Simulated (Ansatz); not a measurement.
# PbS (Galena) (Fm-3m) in Ansatz: further runs

One crystal, PbS (Galena), is run at these levels: HSEsol; tasks: band structure, single point, equation of state.

Everything below comes from runs of Ansatz 0.2.0. Logs are shortened: lines on timing, memory, paths and dates and some standing lists are left out, and cuts for length are marked.

**1. The crystal as given**

Symmetry: Fm-3m, No. 225, cubic system. The conventional cell has a = 5.931 Å, b = 5.931 Å, c = 5.931 Å, α = 90.00°, β = 90.00°, γ = 90.00°. Pb (site symmetry m-3m) has 6 S at 2.97 Å as nearest neighbours. S (site symmetry m-3m) is surrounded by 6 Pb at 2.97 Å.

**2. Band structure, HSEsol**

File input.yaml:

```yaml
crystal:
  lattice:
    - [0.0, 2.96575, 2.96575]
    - [2.96575, 0.0, 2.96575]
    - [2.96575, 2.96575, 0.0]
  atoms:
    - { symbol: Pb, position: [0.0, 0.0, 0.0] }
    - { symbol: S, position: [0.5, 0.5, 0.5] }
hamiltonian:
  xc:
    exchange: hjs_pbesol
    correlation: pbesol
    exx: { coeff: 0.25, omega: 0.207 }
  pseudopotentials: { kind: paw }
kpoints:
  mp_grid: { grid: [5, 5, 5] }
  band_path:
    path:
      - [[0.0, 0.0, 0.0], [0.5, 0.0, 0.5], [0.5, 0.25, 0.75], [0.375, 0.375, 0.75], [0.0, 0.0, 0.0], [0.5, 0.5, 0.5], [0.625, 0.25, 0.625], [0.5, 0.25, 0.75], [0.5, 0.5, 0.5], [0.375, 0.375, 0.75]]
      - [[0.625, 0.25, 0.625], [0.5, 0.0, 0.5]]
    npoints: 4
scf:
  occupations: { method: fermi_dirac, width: 0.05 }
  n_extra_bands: 6
output:
  forces: true
  stress: true
  eigenvalues: true
  fatbands: false
```

Potentials or basis: Ansatz PAW.

On the command line:

```
$ ansatz run input.yaml --threads 2 --pin off --max-ram 5632MiB --backend cpu --events-out ev --progress --plain --runs-dir out
```

Log:

```text
[... 2 lines left out ...]
Warning: RAYON_NUM_THREADS=2 ignored (pool sized by the plan → 2); use --threads N
scf.n_extra_bands = 6 over 10 filled bands (N_el = 20.0): the run solves 16 bands
Engine: ansatz 0.2.0, aarch64-unknown-linux-gnu
Pseudopotentials: kind: paw
Pseudopotential: Pb, paw, valence charge 14, recommended cutoff 420 eV (normal), Pb.paw.azcp
Pseudopotential: S, paw, valence charge 6, recommended cutoff 420 eV (normal), S.paw.azcp
Functional definition: unnamed
  parameter a_1 = 0.25
  parameter omega_1 = 0.207/angstrom
  exchange = pbe_x(mu = 0.12345679012345678) + (-a_1)*hjs_pbesol_x_sr(omega_1) + a_1*exact_x_sr(omega_1)
  correlation = pbe_c(beta = 0.046)
Crystal: 2 atoms, lattice volume = 52.172 Å³
Basis set: ecut = 420 eV, 965 PW (Γ), exchange–correlation on 60×60×60 points (8 copies of the dense FFT grid, shifted against one another)
Bands: 16, of which v1, the nominal top of the filled ones, is band 10 counted from 1 (9 counted from 0)
Symmetry: 48 space group operations
Space group: Fm-3m (ITA 225), of the structure as read, at distance tolerance 3.7e-5 Å
k-points: 10 of 125
Non-local potential: Pb, projectors of the file, l = 0: 2, l = 1: 2, l = 2: 2, l = 3: 2
Non-local potential: S, projectors of the file, l = 0: 2, l = 1: 2, l = 2: 2
PAW form: soft (Blöchl's): semilocal exchange-correlation on the pseudo side does not see the compensation charge
PAW frozen core: Pb, regenerated for the run's functional, and the local potential with it (the file was generated under x = pbe(κ = 0.804, μ = 0.2195149727645171), c = pbe(β = 0.06672455060314922))
PAW frozen core: S, regenerated for the run's functional, and the local potential with it (the file was generated under x = pbe(κ = 0.804, μ = 0.2195149727645171), c = pbe(β = 0.06672455060314922))
PAW one-centre angular grid: Pb, 590 points (default); XC on 64 Gauss nodes
PAW one-centre angular grid: S, 110 points (default); XC on 64 Gauss nodes
Initial density: superposition of atomic densities (neutral atoms: chi_scale 0, normalization atom), corrected by the library's trained network
Initial wavefunctions: pseudopotential atomic-orbital guess
Functional: x = pbesol(κ = 0.804, μ = 0.12345679012345678), c = pbesol(β = 0.046), warm-up for x = hjs_pbesol + 0.25 (exact − hjs_pbesol) at short range (ω = 0.207 Å⁻¹), c = pbesol(β = 0.046)
SCF iter   1: F=—  HF=-12640.944587 eV  |F-HF|=—  |Δ(HF+E_count)|=         —  Δρ=5.05e-3  dr2=2.57e-2  ethr=1.77e-3  ⟨swp⟩=12.8  Hψ=847  notcnv=0
preconditioner: auto → none  [insulator: Δε(μ)=1.210 eV  Ē_g=17.188 eV  σ=0.050 eV  W_gap=1.00  n_scr=14 (ndim 8)  ℏωp=23.0 eV  f_vac=0.000  D(μ)=0.00/eV (n_scr^D=0)]
SCF iter   2: F=—  HF=-12640.938765 eV  |F-HF|=—  |Δ(HF+E_count)|=   5.82e-3  Δρ=2.16e-3  dr2=5.04e-3  ethr=1.29e-4  ⟨swp⟩=3.2  Hψ=334  notcnv=0  defer=3
iter 3 solved again at ethr=3.35e-7 eV; its pass at ethr=2.52e-5 eV (dr2=6.70e-5 eV) is discarded
[... 1 line left out ...]
SCF 1 stopped early in 3 iterations: F = -12640.937620 eV  dr2 = 6.57e-5
Initial density: handed on by an earlier stage of this run
Initial wavefunctions: those handed on with the density
Functional: x = hjs_pbesol + 0.25 (exact − hjs_pbesol) at short range (ω = 0.207 Å⁻¹), c = pbesol(β = 0.046)
[... 1 line left out ...]
Frozen-core exchange: fock
[... 6 lines left out ...]
SCF 2 stopped early in 5 iterations: F = -12688.991867 eV  dr2 = 3.49e-6
hybrid outer 1: dexx = +5.747e-3 eV, tail = 1.77e-5 eV
[... 1 line left out ...]
Frozen-core exchange: fock
[... 2 lines left out ...]
SCF iter   2: F=—  HF=-12688.991741 eV  |F-HF|=—  |Δ(HF+E_count)|=   1.76e-7  Δρ=1.35e-5  dr2=8.21e-8  ethr=2.20e-9  ⟨swp⟩=4.1  Hψ=419  notcnv=0
SCF iter   3: F=—  HF=-12688.991742 eV  |F-HF|=—  |Δ(HF+E_count)|=   2.62e-7  Δρ=1.05e-5  dr2=1.04e-7  ethr=1.36e-10  ⟨swp⟩=4.3  Hψ=460  notcnv=0
SCF iter   4: F=-12688.991742 eV  HF=-12688.991742 eV  |F-HF|=3.18e-10  |Δ(HF+E_count)|=   3.29e-8  Δρ=1.44e-6  dr2=1.60e-9  ethr=1.36e-10  ⟨swp⟩=3.6  Hψ=314  notcnv=0
SCF 3 converged in 4 iterations: F = -12688.991742 eV  dr2 = 1.60e-9
  Residual-converged pass: ⟨swp⟩=3.3  Hψ=349  notcnv=0  max |occ|·‖R‖ = 2.3e-6 eV (tolerance 2.4e-6 eV)  dr2=1.50e-9  dr2_onsite=1.29e-10  max |Δocc| = 8.4e-16
hybrid outer 2: dexx = +2.348e-7 eV, tail = 5.53e-9 eV, Δε = 2.80e-3 eV (about 7.30e-5 eV left of the loop's levels)
NSCF: frozen V_eff on 42 k-points
hybrid SCF converged: 2 outer / 9 inner (+3 warm-up), last move |dexx| = 2.35e-7 eV, tail = 5.53e-9 eV
Stability not checked: this state was not tested for a lower state beside it, because the functional holds exact exchange (a hybrid, or Hartree-Fock), whose exchange loop this test does not read (fock_operator; see scf.lower_state_search)
Free energy (F): -12688.991742 eV
Frozen-core exchange: fock
Harris-Foulkes:  -12688.991742 eV  (|F-HF|=3.18e-10)
Internal energy: -12688.991742 eV  (E = F + TS)
E sigma→0 (E₀):  -12688.991742 eV
Entropy (-TS):   -0.000000 eV (-0.000 meV/atom)
Fermi energy:    8.490009 eV
--- Per-component energies (eV) ---
  E_band       = -86.993099
  E_kinetic    = 392.550530
  E_local      = -1223.163194  (includes V_loc(G=0)·N_el)
  E_nonlocal   = 381.110570
  E_hartree    = 475.604044
  E_xc         = -252.315750
  E_vxc        = -176.478702  (∫ρ·V_xc dr)
  E_exx        = -42.510287  (= α·E_x^exact, valence–valence)
  E_paw        = -10907.246205  (= ΣΔE_a)
  E_vpaw       = -327.199896  (= ΣTr[D̂ρ^β])
  E_aug_tail   = 0.000051  (compensation charges beyond the density's cutoff)
  E_ewald      = -1513.356403
  E_core_change = 0.334899  (= ΣΔE_core)
  E_smearing   = -0.000000  (= −TS)
  E_closure    = 0.000002  (closes the sum)
  Σ components = -12688.991742   (vs F -12688.991742, Δ=-1.82e-12)
--- Forces (eV/Å), atoms counted from 1 ---
  atom   1  Pb    -0.00000000     0.00000000     0.00000000
  atom   2  S      0.00000000    -0.00000000    -0.00000000
  max |Σ_I F_I| component: 1.48e-30 eV/Å
--- Stress (GPa, compression-positive) ---
       -1.126299      -0.000000       0.000000
       -0.000000      -1.126299       0.000000
        0.000000      -0.000000      -1.126299
  P = ⅓ Tr σ = -1.1263 GPa (-11.263 kbar)
--- Band table (eV; the first three rows and the last of 10) ---
  k-point 0: bands = ["-10.5020", "-10.5020", "-10.4995", "-10.4995", "-10.4995", "-7.0945", "1.6118", "5.5157", "5.5157", "5.5157", "14.0428", "14.0428", "14.0428", "15.4147", "15.4147", "15.4147"]
  k-point 1: bands = ["-10.5143", "-10.5143", "-10.4985", "-10.4842", "-10.4842", "-6.7353", "0.3927", "5.6311", "5.6311", "6.4352", "11.5658", "12.3454", "12.3454", "15.3609", "16.3039", "16.3039"]
  k-point 2: bands = ["-10.5345", "-10.5345", "-10.4978", "-10.4585", "-10.4585", "-5.9456", "-1.3357", "5.8804", "5.8804", "7.6811", "9.2983", "10.7122", "10.7122", "16.6790", "18.3100", "18.3100"]
  k-point 9: bands = ["-10.6150", "-10.5063", "-10.4956", "-10.4679", "-10.4445", "-5.3898", "-0.7240", "3.4630", "3.5723", "6.5886", "10.8392", "13.0493", "13.1854", "16.1315", "17.9061", "20.5481"]
```

It took 2.4 min on 2 threads of Arm Neoverse V2, shared host; peak memory 1.1 GiB.

What came out:

- Free energy: -12688.9917 eV
- Pressure: -1.1 GPa
- Band gap along the path: 0.68 eV, direct

Levels at the corners of the path, in eV from the Fermi level:
| point | band 6 | band 7 | band 8 | band 9 | band 10 | band 11 | band 12 | band 13 | band 14 | band 15 |
| --- | --- | --- | --- | --- | --- | --- | --- | --- | --- | --- |
| Γ | -15.58 | -6.88 | -2.97 | -2.97 | -2.97 | 5.55 | 5.55 | 5.55 | 6.92 | 6.92 |
| X | -13.76 | -8.17 | -6.33 | -4.38 | -4.38 | 3.84 | 5.99 | 6.10 | 6.10 | 11.67 |
| W | -13.72 | -9.06 | -5.47 | -5.47 | -1.64 | 2.25 | 4.91 | 4.91 | 8.53 | 8.53 |
| K | -13.78 | -9.12 | -5.86 | -3.82 | -3.21 | 3.45 | 4.36 | 5.39 | 6.42 | 10.65 |
| Γ | -15.58 | -6.88 | -2.97 | -2.97 | -2.97 | 5.55 | 5.55 | 5.55 | 6.92 | 6.92 |
| L | -14.25 | -10.14 | -2.56 | -2.56 | -0.41 | 0.27 | 1.98 | 1.98 | 8.92 | 10.56 |
| U | -13.78 | -9.12 | -5.86 | -3.82 | -3.21 | 3.45 | 4.36 | 5.39 | 6.42 | 10.65 |
| W | -13.72 | -9.06 | -5.47 | -5.47 | -1.64 | 2.25 | 4.91 | 4.91 | 8.53 | 8.53 |
| L | -14.25 | -10.14 | -2.56 | -2.56 | -0.41 | 0.27 | 1.98 | 1.98 | 8.92 | 10.56 |
| K | -13.78 | -9.12 | -5.86 | -3.82 | -3.21 | 3.45 | 4.36 | 5.39 | 6.42 | 10.65 |
| U | -13.78 | -9.12 | -5.86 | -3.82 | -3.21 | 3.45 | 4.36 | 5.39 | 6.42 | 10.65 |
| X | -13.76 | -8.17 | -6.33 | -4.38 | -4.38 | 3.84 | 5.99 | 6.10 | 6.10 | 11.67 |

Caveat: this odd mesh misses L, where the gap lies, so gap, dielectric constants and Born charges aren't listed; spin-orbit coupling is left out, which moves the levels of the heavy elements; the PAW data sets come from PBE, with cores solved anew for the run's functional, which leaves a small shift of forces and pressure; the thresholds are loose for stress.

**3. Single point, HSEsol, 24.52 Å³/atom (volume scaled by 0.94)**

File input.yaml:

```yaml
crystal:
  lattice:
    - [0.0, 2.9052075019, 2.9052075019]
    - [2.9052075019, 0.0, 2.9052075019]
    - [2.9052075019, 2.9052075019, 0.0]
  atoms:
    - { symbol: Pb, position: [0.0, 0.0, 0.0] }
    - { symbol: S, position: [0.5, 0.5, 0.5] }
hamiltonian:
  xc:
    exchange: hjs_pbesol
    correlation: pbesol
    exx: { coeff: 0.25, omega: 0.207 }
  pseudopotentials: { kind: paw }
kpoints:
  mp_grid: { grid: [4, 4, 4] }
scf:
  occupations: { method: fermi_dirac, width: 0.05 }
output:
  forces: true
  stress: true
  eigenvalues: true
  write_density: true
  write_potential: true
  elf: true
  volumetric_format: npy
```

Potentials or basis: Ansatz PAW.

On the command line:

```
$ ansatz run input.yaml --threads 2 --pin off --max-ram 5632MiB --backend cpu --events-out ev --progress --plain --runs-dir out
```

It took 7.2 s on 2 threads of Arm Neoverse V2, shared host; peak memory 0.63 GiB.

Results (log left out):

```
Free energy            : -12688.9462 eV
Pressure               : 3.3 GPa
Band gap on the k mesh : 0.41 eV, direct
```

Caveat: the k mesh is coarse (spacing up to 0.47 Å⁻¹), so the values aren't converged, least of all with exact exchange; spin-orbit coupling is left out, which as a rule narrows the gap of such compounds by several tenths of an eV; the PAW data sets come from PBE, with cores solved anew for the run's functional, which leaves a small shift of forces and pressure; the thresholds are loose for stress.

**4. Single point, HSEsol, 25.04 Å³/atom (volume scaled by 0.96)**

input.yaml: that of step 3 with these lines changed.

```diff
@@ -2,5 +2,5 @@
   lattice:
-    - [0.0, 2.9052075019, 2.9052075019]
-    - [2.9052075019, 0.0, 2.9052075019]
-    - [2.9052075019, 2.9052075019, 0.0]
+    - [0.0, 2.9256673838, 2.9256673838]
+    - [2.9256673838, 0.0, 2.9256673838]
+    - [2.9256673838, 2.9256673838, 0.0]
   atoms:
@@ -22,5 +22 @@
   eigenvalues: true
-  write_density: true
-  write_potential: true
-  elf: true
-  volumetric_format: npy
```

On the command line:

```
$ ansatz run input.yaml --threads 2 --pin off --max-ram 5632MiB --backend cpu --events-out ev --progress --plain --runs-dir out
```

Run time: 7.5 s. Hardware: 2 threads of Arm Neoverse V2, shared host; peak memory 0.63 GiB.

The run converged. Its results:

| Property | Result |
| --- | --- |
| Free energy | -12688.9627 eV |
| Pressure | 1.8 GPa |
| Band gap on the k mesh | 0.52 eV, direct |

Caveat: the k mesh is coarse (spacing up to 0.46 Å⁻¹), so the values aren't converged, least of all with exact exchange; spin-orbit coupling is left out, which as a rule narrows the gap of such compounds by several tenths of an eV; the PAW data sets come from PBE, with cores solved anew for the run's functional, which leaves a small shift of forces and pressure; the thresholds are loose for stress.

**5. Single point, HSEsol, 25.56 Å³/atom (volume scaled by 0.98)**

input.yaml: that of step 4 with these lines changed.

```diff
@@ -2,5 +2,5 @@
   lattice:
-    - [0.0, 2.9256673838, 2.9256673838]
-    - [2.9256673838, 0.0, 2.9256673838]
-    - [2.9256673838, 2.9256673838, 0.0]
+    - [0.0, 2.9458450378, 2.9458450378]
+    - [2.9458450378, 0.0, 2.9458450378]
+    - [2.9458450378, 2.9458450378, 0.0]
   atoms:
```

On the command line:

```
$ ansatz run input.yaml --threads 2 --pin off --max-ram 5632MiB --backend cpu --events-out ev --progress --plain --runs-dir out
```

Run time: 8.1 s. Hardware: 2 threads of Arm Neoverse V2, shared host; peak memory 0.63 GiB.

It converged, with:

```yaml
Free_energy: -12688.9697 eV
Pressure: 0.4 GPa
Band_gap_on_the_k_mesh: 0.61 eV, direct
```

Caveat: the k mesh is coarse (spacing up to 0.46 Å⁻¹), so the values aren't converged, least of all with exact exchange; spin-orbit coupling is left out, which as a rule narrows the gap of such compounds by several tenths of an eV; the PAW data sets come from PBE, with cores solved anew for the run's functional, which leaves a small shift of forces and pressure; the thresholds are loose for stress.

**6. Single point, HSEsol, 26.09 Å³/atom**

input.yaml: that of step 5 with these lines changed.

```diff
@@ -2,5 +2,5 @@
   lattice:
-    - [0.0, 2.9458450378, 2.9458450378]
-    - [2.9458450378, 0.0, 2.9458450378]
-    - [2.9458450378, 2.9458450378, 0.0]
+    - [0.0, 2.96575, 2.96575]
+    - [2.96575, 0.0, 2.96575]
+    - [2.96575, 2.96575, 0.0]
   atoms:
```

Potentials or basis: Ansatz PAW.

On the command line:

```
$ ansatz run input.yaml --threads 2 --pin off --max-ram 5632MiB --backend cpu --events-out ev --progress --plain --runs-dir out
```

It took 7.5 s on 2 threads of Arm Neoverse V2, shared host; peak memory 0.63 GiB.

It converged, with:

| Item | Value |
| --- | --- |
| Free energy | -12688.9681 eV |
| Pressure | -0.9 GPa |
| Band gap on the k mesh | 0.70 eV, direct |

Caveat: the k mesh is coarse (spacing up to 0.46 Å⁻¹), so the values aren't converged, least of all with exact exchange; spin-orbit coupling is left out, which as a rule narrows the gap of such compounds by several tenths of an eV; the PAW data sets come from PBE, with cores solved anew for the run's functional, which leaves a small shift of forces and pressure; the thresholds are loose for stress.

**7. Single point, HSEsol, 26.61 Å³/atom (volume scaled by 1.02)**

input.yaml: that of step 6 with these lines changed.

```diff
@@ -2,5 +2,5 @@
   lattice:
-    - [0.0, 2.96575, 2.96575]
-    - [2.96575, 0.0, 2.96575]
-    - [2.96575, 2.96575, 0.0]
+    - [0.0, 2.9853913009, 2.9853913009]
+    - [2.9853913009, 0.0, 2.9853913009]
+    - [2.9853913009, 2.9853913009, 0.0]
   atoms:
```

On the command line:

```
$ ansatz run input.yaml --threads 2 --pin off --max-ram 5632MiB --backend cpu --events-out ev --progress --plain --runs-dir out
```

It took 7.5 s on 2 threads of Arm Neoverse V2, shared host; peak memory 0.64 GiB.

Results (log left out):

- Free energy: -12688.9588 eV
- Pressure: -2.0 GPa
- Band gap on the k mesh: 0.78 eV, direct

Caveat: the k mesh is coarse (spacing up to 0.46 Å⁻¹), so the values aren't converged, least of all with exact exchange; spin-orbit coupling is left out, which as a rule narrows the gap of such compounds by several tenths of an eV; the PAW data sets come from PBE, with cores solved anew for the run's functional, which leaves a small shift of forces and pressure; the thresholds are loose for stress.

**8. Single point, HSEsol, 27.13 Å³/atom (volume scaled by 1.04)**

input.yaml: that of step 7 with these lines changed.

```diff
@@ -2,5 +2,5 @@
   lattice:
-    - [0.0, 2.9853913009, 2.9853913009]
-    - [2.9853913009, 0.0, 2.9853913009]
-    - [2.9853913009, 2.9853913009, 0.0]
+    - [0.0, 3.0047775019, 3.0047775019]
+    - [3.0047775019, 0.0, 3.0047775019]
+    - [3.0047775019, 3.0047775019, 0.0]
   atoms:
@@ -22 +22,5 @@
   eigenvalues: true
+  write_density: true
+  write_potential: true
+  elf: true
+  volumetric_format: npy
```

On the command line:

```
$ ansatz run input.yaml --threads 2 --pin off --max-ram 5632MiB --backend cpu --events-out ev --progress --plain --runs-dir out
```

Wall time 7.7 s (2 threads of Arm Neoverse V2, shared host); peak memory 0.64 GiB.

The run converged. Its results:

* Free energy: -12688.9427 eV
* Pressure: -3.0 GPa
* Band gap on the k mesh: 0.86 eV, direct

Caveat: the k mesh is coarse (spacing up to 0.45 Å⁻¹), so the values aren't converged, least of all with exact exchange; spin-orbit coupling is left out, which as a rule narrows the gap of such compounds by several tenths of an eV; the PAW data sets come from PBE, with cores solved anew for the run's functional, which leaves a small shift of forces and pressure; the thresholds are loose for stress.

**9. Single point, HSEsol, 27.65 Å³/atom (volume scaled by 1.06)**

input.yaml: that of step 8 with these lines changed.

```diff
@@ -2,5 +2,5 @@
   lattice:
-    - [0.0, 3.0047775019, 3.0047775019]
-    - [3.0047775019, 0.0, 3.0047775019]
-    - [3.0047775019, 3.0047775019, 0.0]
+    - [0.0, 3.0239167281, 3.0239167281]
+    - [3.0239167281, 0.0, 3.0239167281]
+    - [3.0239167281, 3.0239167281, 0.0]
   atoms:
@@ -22,5 +22 @@
   eigenvalues: true
-  write_density: true
-  write_potential: true
-  elf: true
-  volumetric_format: npy
```

Potentials or basis: Ansatz PAW.

On the command line:

```
$ ansatz run input.yaml --threads 2 --pin off --max-ram 5632MiB --backend cpu --events-out ev --progress --plain --runs-dir out
```

Wall time 7.6 s (2 threads of Arm Neoverse V2, shared host); peak memory 0.67 GiB.

Results (log left out):

```yaml
Free_energy: -12688.9203 eV
Pressure: -3.9 GPa
Band_gap_on_the_k_mesh: 0.93 eV, direct
```

Caveat: the k mesh is coarse (spacing up to 0.45 Å⁻¹), so the values aren't converged, least of all with exact exchange; spin-orbit coupling is left out, which as a rule narrows the gap of such compounds by several tenths of an eV; the PAW data sets come from PBE, with cores solved anew for the run's functional, which leaves a small shift of forces and pressure; the thresholds are loose for stress.

**10. Equation of state, HSEsol**

This step only gathers the single runs of the series.

What came out:

```
Equilibrium volume                      : 25.72 Å³/atom
Bulk modulus                            : 62 GPa
Pressure derivative of the bulk modulus : 4.2
```

Energy against volume, from the lowest point:
```tsv
volume (Å³/atom)	energy (meV/atom)
24.521	11.71
25.042	3.50
25.564	0.00
26.086	0.79
26.607	5.42
27.129	13.50
27.651	24.69
```

Caveat: the k mesh is coarse (spacing up to 0.46 Å⁻¹), so the values aren't converged, least of all with exact exchange; the PAW data sets were made with another functional, which shifts forces and pressure a little. The run has no spin-orbit coupling, so splittings on Pb are missing.
